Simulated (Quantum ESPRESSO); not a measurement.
## Hf in Quantum ESPRESSO: the effect of target pressure

Crystal: Hf.

```
Hf
1.0
     0.00000    2.22000    2.22000
     2.22000    0.00000    2.22000
     2.22000    2.22000    0.00000
Hf
1
Direct
  0.00000 0.00000 0.00000
```

This isn't the form of Hf at room conditions, which is hcp.

Alike in all runs:

- Program: Quantum ESPRESSO 7.5
- Task: relaxation of cell and atoms
- Functional: PBE
- Potentials or basis: SSSP 1.3 efficiency PBE
- Cutoff: 939 eV
- Density cutoff: 3755 eV
- k mesh: 10 × 10 × 10
- Occupations: fermi-dirac, width 0.05 eV
- Spin: no spin polarisation

Each run relaxes the cell or the atoms first.

```csv
target pressure,relaxed volume (Å³/atom)
0 GPa,22.52
2 GPa,?
5 GPa,21.54
10 GPa,20.74
20 GPa,19.45
30 GPa,18.42
```

What does the run with target pressure 2 GPa give?

Relaxed volume 22.10 Å³/atom.

Worked out: In Murnaghan's law V^(-B') rises as a straight line in P. The other rows fit best with B' = 3.2, V0 = 22.51 Å³/atom and B0 = 107 GPa, which gives 22.11 Å³/atom at 2 GPa, against the run's 22.10.

Caveats: the volume moved by over 15 % at a fixed basis, so the end points are rough (some runs).
